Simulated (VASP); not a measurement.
InSe, 8 atoms in the cell. The structure is hexagonal, space group P-6m2 (No. 187). The conventional cell has a = 4.047 Å, b = 4.047 Å, c = 18.052 Å, α = 90.00°, β = 90.00°, γ = 120.00°. In (site symmetry 3m) is surrounded by 3 Se at 2.65 Å and 1 In at 2.79 Å. Around In (site symmetry 3m) lie 3 Se at 2.65 Å and 1 In at 2.79 Å. Around Se (site symmetry 3m) lie 3 In at 2.65 Å. Around Se (site symmetry 3m) lie 3 In at 2.65 Å. Measurements of this composition are mostly on another form, of space group No. 160.

```yaml
Program: VASP 6.6.1
Task: single point
Functional: LDA
Potentials_or_basis: VASP PAW LDA potentials, release 64 (In_d_GW, Se_GW)
Cutoff: 550 eV
k_mesh: 8 × 8 × 2
Occupations: gaussian, width 0.05 eV
Spin: no spin polarisation
Further_INCAR_settings: ALGO = Normal; EDIFF = 1.00e-06; NBANDS = 48
```

Potentials or basis: VASP PAW LDA potentials, release 64 (In_d_GW, Se_GW).

Launch:

```bash
$ python run.py
```

Hardware: 1 thread of Intel(R) Xeon(R) 6975P-C (Granite Rapids) (shared host).

Problem. Estimate the wall time of this run.

Solution. Wall time 5.9 min on 1 thread of Intel(R) Xeon(R) 6975P-C (Granite Rapids), with other jobs on the host, peak memory 0.44 GiB. Counts: scf iterations 18, k points 20.
